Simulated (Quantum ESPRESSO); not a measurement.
BAs:

```xyz
2
Lattice="0.0000 2.3885 2.3885 2.3885 0.0000 2.3885 2.3885 2.3885 0.0000" Properties=species:S:1:pos:R:3 pbc="T T T"
As    3.5827    3.5827    3.5827
B     0.0000    0.0000    0.0000
```

Base run:

```yaml
Program: Quantum ESPRESSO 7.5
Functional: LDA
Potentials_or_basis: PseudoDojo 0.4.1 SR LDA standard
Cutoff: 1088 eV
Density_cutoff: 4354 eV
k_mesh: 6 × 6 × 6
Occupations: fixed
Spin: no spin polarisation
```

Its results: band gap on the k mesh, mean-field level 1.24 eV, indirect (least direct gap 3.26 eV).

The run is repeated on the same cell with these changes: k mesh from 6 × 6 × 6 to 4 × 4 × 4. What comes out?

Band gap on the k mesh, mean-field level 1.35 eV, indirect (least direct gap 3.26 eV).

Caveats: some runs use coarse meshes.

A k mesh can miss the band edges.
